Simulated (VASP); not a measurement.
# WSe2 monolayer: G0W0 gap of a sheet against vacuum, part 2 of 5

Wanted: the quasiparticle gap of a sheet of WSe2 monolayer, and how far the repeats disturb it.

VASP 6.6.1, plane waves and PAW; the level of theory is named at each step.

So far. Step 2 (Relaxation): At PBE, with these data sets, the largest force is down to 0.0019 eV/Å.

## (3) Ground state

This step: PBE, no spin polarisation; plane waves and PAW (W_sv_GW, Se_GW) (VASP 6.6.1).

The orbitals come from a self-consistent PBE run with a tight EDIFF and a narrow smearing. KPOINTS_OPT adds the bands along a path, which shows whether the mesh holds the band edges.

The input, INCAR:

```
SYSTEM = WSe2
PREC = Accurate
ENCUT = 340
EDIFF = 1E-08
NELM = 100
ISMEAR = 0
SIGMA = 0.01
LREAL = .FALSE.
ALGO = Normal
GGA = PE
NBANDS = 19
LASPH = .TRUE.
LORBIT = 11
LWAVE = .TRUE.
LCHARG = .FALSE.
KPAR = 8
```

The input, POSCAR:

```
WSe2
1.0
    3.3200000000      0.0000000000      0.0000000000
   -1.6600000000      2.8752043406      0.0000000000
    0.0000000000      0.0000000000     11.0000000000
W Se
1 2
Direct
    0.3333333333      0.6666666667      0.5000000000
    0.6666666667      0.3333333333      0.6523179320
    0.6666666667      0.3333333333      0.3476820680
```

The input, KPOINTS:

```
Automatic mesh
0
Gamma
9 9 1
0 0 0
```

The input, KPOINTS_OPT:

```
Line mode
12
Line-mode
Reciprocal
  0.00000000   0.00000000   0.00000000 GAMMA
  0.50000000   0.00000000   0.00000000 M

  0.50000000   0.00000000   0.00000000 M
  0.33333333   0.33333333   0.00000000 K

  0.33333333   0.33333333   0.00000000 K
  0.00000000   0.00000000   0.00000000 GAMMA

  0.00000000   0.00000000   0.00000000 GAMMA
  0.00000000   0.00000000   0.50000000 A

  0.00000000   0.00000000   0.50000000 A
  0.50000000   0.00000000   0.50000000 L

  0.50000000   0.00000000   0.50000000 L
  0.33333333   0.33333333   0.50000000 H

  0.33333333   0.33333333   0.50000000 H
  0.00000000   0.00000000   0.50000000 A

  0.50000000   0.00000000   0.50000000 L
  0.50000000   0.00000000   0.00000000 M

  0.33333333   0.33333333   0.00000000 K
  0.33333333   0.33333333   0.50000000 H
```

The projector-augmented-wave data sets are W_sv_GW and Se_GW (PBE family, release 64).

The run is started by

```sh
> mpirun -np 8 vasp_std
```

The log of the run:

```text
[banner, memory and clock lines left out]
running    8 mpi-ranks, on    1 nodes
 distrk:  each k-point on    1 cores,    8 groups
 distr:  one band on    1 cores,    1 groups

 POSCAR found type information on POSCAR W Se
 POSCAR found :  2 types and       3 ions
 [... a notice as in an earlier step ...]

 LDA part: xc-table for (Slater+PW92), standard interpolation
 POSCAR, INCAR and KPOINTS ok, starting setup
 FFT: planning ... GRIDC
 FFT: planning ... GRID_SOFT
 FFT: planning ... GRID
 WAVECAR not read
 entering main loop
       N       E                     dE             d eps       ncg     rms          rms(c)
DAV:   1     0.162838664930E+03    0.16284E+03   -0.11606E+04   568   0.848E+02
DAV:   2    -0.155093088664E+02   -0.17835E+03   -0.17523E+03   667   0.252E+02
DAV:   3    -0.258546082973E+02   -0.10345E+02   -0.10302E+02   666   0.629E+01
DAV:   4    -0.259786386452E+02   -0.12403E+00   -0.12380E+00   618   0.666E+00
DAV:   5    -0.259810911005E+02   -0.24525E-02   -0.24523E-02   590   0.843E-01    0.709E+01
DAV:   6    -0.240271442824E+02    0.19539E+01   -0.14008E+01   526   0.166E+01    0.677E+01
DAV:   7    -0.239689141836E+02    0.58230E-01   -0.58644E+00   538   0.105E+01    0.593E+00
DAV:   8    -0.236863235500E+02    0.28259E+00   -0.13816E+00   515   0.546E+00    0.190E+00
DAV:   9    -0.236890770150E+02   -0.27535E-02   -0.66073E-02   549   0.151E+00    0.977E-01
DAV:  10    -0.236876839167E+02    0.13931E-02   -0.35290E-03   564   0.368E-01    0.398E-01
DAV:  11    -0.236868152952E+02    0.86862E-03   -0.11604E-03   582   0.183E-01    0.697E-02
DAV:  12    -0.236868159996E+02   -0.70441E-06   -0.46739E-04   545   0.894E-02    0.435E-02
DAV:  13    -0.236870951335E+02   -0.27913E-03   -0.31575E-04   520   0.722E-02    0.135E-01
DAV:  14    -0.236871154460E+02   -0.20313E-04   -0.36651E-05   486   0.364E-02    0.236E-02
DAV:  15    -0.236871150547E+02    0.39133E-06   -0.10318E-05   566   0.151E-02    0.182E-02
DAV:  16    -0.236871155126E+02   -0.45791E-06   -0.70612E-07   557   0.489E-03    0.115E-02
DAV:  17    -0.236871154872E+02    0.25370E-07   -0.87655E-08   586   0.157E-03    0.450E-03
DAV:  18    -0.236871155570E+02   -0.69740E-07   -0.10713E-08   421   0.636E-04    0.124E-03
DAV:  19    -0.236871155833E+02   -0.26364E-07   -0.12502E-09   345   0.211E-04    0.946E-04
DAV:  20    -0.236871155844E+02   -0.11210E-08   -0.51294E-10   306   0.144E-04
   1 F= -.23687116E+02 E0= -.23687116E+02  d E =-.145956-165
 Start KPOINTS_OPT (optional k-point list driver)
k-point batch [1-12\108]
       N       E                     dE             ncg
DAV:   1    -0.291502877296E+04   -0.71144E+04      592
DAV:   2    -0.503897762584E+04   -0.21239E+04      657
DAV:   3    -0.517130370254E+04   -0.13233E+03      655
DAV:   4    -0.517309985832E+04   -0.17962E+01      564
DAV:   5    -0.517314966041E+04   -0.49802E-01      644
DAV:   6    -0.517315018795E+04   -0.52754E-03      589
DAV:   7    -0.517315020465E+04   -0.16698E-04      631
DAV:   8    -0.517315020520E+04   -0.55316E-06      610
DAV:   9    -0.517315020522E+04   -0.19688E-07      570
DAV:  10    -0.517315020522E+04   -0.11305E-08      453
[...]
k-point batch [97-108\108]
       N       E                     dE             ncg
DAV:   1    -0.345570384764E+04   -0.13885E+05      648
DAV:   2    -0.517089242583E+04   -0.17152E+04      747
DAV:   3    -0.524478306961E+04   -0.73891E+02      592
DAV:   4    -0.524598030797E+04   -0.11972E+01      620
DAV:   5    -0.524599608117E+04   -0.15773E-01      565
DAV:   6    -0.524599638414E+04   -0.30297E-03      598
DAV:   7    -0.524599639034E+04   -0.61972E-05      573
DAV:   8    -0.524599639047E+04   -0.13570E-06      608
DAV:   9    -0.524599639048E+04   -0.28558E-08      490
 writing wavefunctions
```

Wall time 13 s (8 MPI ranks of AMD EPYC 9R45, shared host); peak memory 1.4 GiB; 89 s of CPU time.

OUTCAR, selected parts (step 3):

```text
The static configuration has the point symmetry D_3h.

 Found     12 irreducible k-points:

   k-points           NKPTS =     12   k-points in BZ     NKDIM =     12   number of bands    NBANDS=     19

   dimension x,y,z NGX =    20 NGY =   20 NGZ =   70
   dimension x,y,z NGXF=    40 NGYF=   40 NGZF=  140

   ENCUT  =  340.0 eV  24.99 Ry    5.00 a.u.   4.99  4.99 16.54*2*pi/ulx,y,z

   NELECT =      26.0000    total number of electrons

 E-fermi :   1.6865

 k-point     1 :       0.0000    0.0000    0.0000
  band No.  band energies     occupation
    ...
      9      -0.8575      2.00000
     10      -0.6361      2.00000
     11       0.2511      2.00000
     12       0.2511      2.00000
     13       1.1740      2.00000
     14       4.3952      0.00000
     15       4.3952      0.00000
     16       4.5678      0.00000
     17       4.5678      0.00000
     18       5.4354      0.00000
    ...

 k-point     2 :       0.1111    0.0000    0.0000
  band No.  band energies     occupation
    ...
      9      -1.0399      2.00000
     10      -0.6862      2.00000
     11      -0.0395      2.00000
     12       0.2981      2.00000
     13       1.1053      2.00000
     14       3.9050      0.00000
     15       4.0651      0.00000
     16       4.3467      0.00000
     17       4.6940      0.00000
     18       5.9342      0.00000
    ...

  Total       -0.5066758     -0.5066758     -0.3411274      0.0000000      0.0000000     -0.0000000
  in kB       -7.7310990     -7.7310990     -5.2050835      0.0000000      0.0000000     -0.0000000
  external PRESSURE =      -6.8890938 kB  Pullay stress =       0.0000000 kB

  energy-cutoff  :      340.00
  volume of cell :      105.00
      direct lattice vectors                 reciprocal lattice vectors
     3.320000000  0.000000000  0.000000000     0.301204819  0.173900683  0.000000000
    -1.660000000  2.875204341  0.000000000     0.000000000  0.347801367  0.000000000
     0.000000000  0.000000000 11.000000000     0.000000000  0.000000000  0.090909091

 POSITION                                       TOTAL-FORCE (eV/Angst)
 -----------------------------------------------------------------------------------
     -0.00000      1.91680      5.50000         0.000000     -0.000000      0.000000
      1.66000      0.95840      7.17550        -0.000000      0.000000      0.074299
      1.66000      0.95840      3.82450        -0.000000      0.000000     -0.074299
 -----------------------------------------------------------------------------------
    total drift:                                0.000001     -0.000000     -0.000000

  FREE ENERGIE OF THE ION-ELECTRON SYSTEM (eV)
  ---------------------------------------------------
  free  energy   TOTEN  =       -23.6871155844 eV

  energy  without entropy=      -23.6871155844  energy(sigma->0) =      -23.68711558

 total charge
# of ion       s       p       d       f       tot
--------------------------------------------------
    1        3.003   6.013   3.041   0.044  12.101
    2        1.464   2.306   0.066   0.000   3.836
    3        1.464   2.306   0.066   0.000   3.836
--------------------------------------------------
tot          5.931  10.625   3.174   0.044  19.773

[... 2 parts as in an earlier step ...]

[... 7 further parts left out ...]
```

This step gave:

```yaml
free_energy_toten: -23.69 eV
fermi_energy: 1.687 eV
least_gap_on_mesh_and_path: 1.541 eV
least_direct_gap_on_mesh_and_path: 1.541 eV
```

The highest empty bands on the path are converged less tightly, to about 0.1 eV. The electronic bands at the labelled points (eV, zero at the valence-band top; v1 is the highest filled band, c1 the lowest empty one):

| point | v4 | v3 | v2 | v1 | c1 | c2 | c3 | c4 |
| --- | --- | --- | --- | --- | --- | --- | --- | --- |
| Γ | -2.13 | -1.24 | -1.24 | -0.32 | 2.90 | 2.90 | 3.07 | 3.07 |
| 0.45 of the way | -2.15 | -1.72 | -1.55 | -0.80 | 1.92 | 2.43 | 2.64 | 3.78 |
| M | -2.97 | -2.11 | -0.98 | -0.95 | 2.34 | 2.72 | 3.69 | 4.34 |
| 0.45 of the way | -3.21 | -2.51 | -2.11 | -0.41 | 2.17 | 2.92 | 3.44 | 4.20 |
| K | -3.72 | -3.25 | -2.32 | 0.00 | 1.54 | 2.84 | 3.45 | 4.85 |
| 0.55 of the way | -2.96 | -1.91 | -1.24 | -0.79 | 1.73 | 2.38 | 2.48 | 4.07 |
| Γ | -2.13 | -1.24 | -1.24 | -0.32 | 2.90 | 2.90 | 3.07 | 3.07 |
| 0.55 of the way | -2.14 | -1.24 | -1.24 | -0.31 | 2.90 | 2.90 | 3.07 | 3.07 |
| A | -2.14 | -1.24 | -1.24 | -0.30 | 2.90 | 2.90 | 3.07 | 3.07 |
| 0.55 of the way | -2.38 | -1.73 | -1.51 | -1.02 | 1.98 | 2.31 | 2.83 | 3.97 |
| L | -2.97 | -2.11 | -0.98 | -0.95 | 2.34 | 2.72 | 3.67 | 4.36 |
| 0.55 of the way | -3.25 | -2.87 | -2.14 | -0.34 | 2.06 | 3.03 | 3.25 | 4.35 |
| H | -3.72 | -3.25 | -2.32 | 0.00 | 1.54 | 2.83 | 3.46 | 4.84 |
| 0.55 of the way | -2.96 | -1.91 | -1.24 | -0.79 | 1.75 | 2.39 | 2.45 | 4.04 |
| A | -2.14 | -1.24 | -1.24 | -0.30 | 2.90 | 2.90 | 3.07 | 3.07 |
| jump to L | -2.97 | -2.11 | -0.98 | -0.95 | 2.34 | 2.72 | 3.67 | 4.36 |
| 0.45 of the way | -2.97 | -2.11 | -0.98 | -0.95 | 2.34 | 2.72 | 3.68 | 4.35 |
| M | -2.97 | -2.11 | -0.98 | -0.95 | 2.34 | 2.72 | 3.69 | 4.34 |
| jump to K | -3.72 | -3.25 | -2.32 | 0.00 | 1.54 | 2.84 | 3.45 | 4.85 |
| 0.55 of the way | -3.72 | -3.25 | -2.32 | 0.00 | 1.54 | 2.84 | 3.46 | 4.85 |
| H | -3.72 | -3.25 | -2.32 | 0.00 | 1.54 | 2.83 | 3.46 | 4.84 |

The cell has a gap of 1.54 eV on mesh and path. Spin-orbit coupling is left out, which can shift or reorder these edges. Forces of up to 0.074 eV/Å remain in these settings.

## (4) Empty bands, box 11 Å

The next step needs empty bands that the ground-state run didn't converge, so the Hamiltonian is diagonalised exactly for NBANDS bands, in a single step. LOPTICS writes the k-derivatives of the orbitals (WAVEDER), which give the long-wavelength limit of the screening.

The input, INCAR:

```
SYSTEM = WSe2
PREC = Accurate
ENCUT = 340
ISMEAR = 0
SIGMA = 0.01
LREAL = .FALSE.
GGA = PE
NBANDS = 208
LASPH = .TRUE.
ALGO = Exact
NELM = 1
LWAVE = .TRUE.
LCHARG = .FALSE.
LOPTICS = .TRUE.
NEDOS = 1000
CSHIFT = 0.1
```

POSCAR is that of step 3.

KPOINTS is that of step 3.

The run is started by

```sh
> mpirun -np 8 vasp_std
```

The log of the run:

```text
[banner, memory and clock lines left out]
running    8 mpi-ranks, on    1 nodes
 distrk:  each k-point on    8 cores,    1 groups
 distr:  one band on    1 cores,    8 groups

 POSCAR found type information on POSCAR W Se
 POSCAR found :  2 types and       3 ions
 [... a notice as in an earlier step ...]

 LDA part: xc-table for (Slater+PW92), standard interpolation
 found WAVECAR, reading the header
  number of bands has changed, file:    19 present:   208
  trying to continue reading WAVECAR, but it might fail
 POSCAR, INCAR and KPOINTS ok, starting setup
 FFT: planning ... GRIDC
 FFT: planning ... GRID_SOFT
 FFT: planning ... GRID
 reading WAVECAR
 random initialization beyond band           19
 the WAVECAR file was read successfully
 initial charge from wavefunction
 entering main loop
       N       E                     dE             d eps       ncg     rms          rms(c)
DIA:   1    -0.236871155857E+02   -0.23687E+02    0.00000E+00     0   0.000E+00
   1 F= -.23687116E+02 E0= -.23687116E+02  d E =-.866912E-19
 writing wavefunctions
 optical routines
 imaginary and real dielectric function
 recalculating local potential from charge density
 direction            1
 direction            2
 direction            3
```

It took 14 s on 8 MPI ranks; peak memory 1.6 GiB; 97 s of CPU time.

From OUTCAR (step 4):

```text
The static configuration has the point symmetry D_3h.

 Found     12 irreducible k-points:

   k-points           NKPTS =     12   k-points in BZ     NKDIM =     12   number of bands    NBANDS=    208

   NELECT =      26.0000    total number of electrons

 E-fermi :   1.5526

 k-point     2 :       0.1111    0.0000    0.0000
  band No.  band energies     occupation
    ...
      9      -1.0399      2.00000
     10      -0.6862      2.00000
     11      -0.0394      2.00000
     12       0.2981      2.00000
     13       1.1053      2.00000
     14       3.9050      0.00000
     15       4.0652      0.00000
     16       4.3467      0.00000
     17       4.6940      0.00000
     18       5.9342      0.00000
    ...

 k-point     3 :       0.2222    0.0000    0.0000
  band No.  band energies     occupation
    ...
      9      -1.8530      2.00000
     10      -0.6275      2.00000
     11      -0.2459      2.00000
     12      -0.0324      2.00000
     13       0.7178      2.00000
     14       3.4176      0.00000
     15       3.9405      0.00000
     16       4.1169      0.00000
     17       5.2518      0.00000
     18       6.5696      0.00000
    ...

  Total       -0.5069291     -0.5069291     -0.3416364      0.0000000      0.0000000      0.0000000
  in kB       -7.7349637     -7.7349637     -5.2128494      0.0000000      0.0000000      0.0000000
  external PRESSURE =      -6.8942589 kB  Pullay stress =       0.0000000 kB

 POSITION                                       TOTAL-FORCE (eV/Angst)
 -----------------------------------------------------------------------------------
     -0.00000      1.91680      5.50000        -0.000000     -0.000000     -0.000000
      1.66000      0.95840      7.17550         0.000000     -0.000000      0.074306
      1.66000      0.95840      3.82450        -0.000000      0.000000     -0.074306
 -----------------------------------------------------------------------------------
    total drift:                                0.000001     -0.000000     -0.000000

  FREE ENERGIE OF THE ION-ELECTRON SYSTEM (eV)
  ---------------------------------------------------
  free  energy   TOTEN  =       -23.6871155857 eV

  energy  without entropy=      -23.6871155857  energy(sigma->0) =      -23.68711559

 plasma frequency squared (from intraband transitions) (eV^2)
  --------------------------------------------------------------------------------------
       0.000      -0.000       0.000
       0.000       0.000       0.000
       0.000       0.000       0.000

[... 8 parts as in an earlier step ...]

[... 4 further parts left out ...]
```

The gap is read on the k-mesh alone, so it is an upper bound where the band edges lie off the mesh.

This step gave:

- gap on the k-mesh: 1.541 eV
- least direct gap on the k-mesh: 1.541 eV

WAVECAR now holds 208 bands for 26 electrons.

[end of part 2 of 5]

[Lines on the potential files, build, host, timing and source positions are cut from VASP's logs without a mark.]

[Logs are printed without paths, hosts, clocks, repeated set-up lines and the standing remarks that a program may print on its own settings, such as how far it seeks lower states.]

[Hosts, paths, dates, database ids (printed as entryN), source tags and the programs' standing remarks are cut or masked in the printed files.]

[Pressures printed for these runs are not shown converged in the cutoff: they can be off by several GPa and have the wrong sign.]
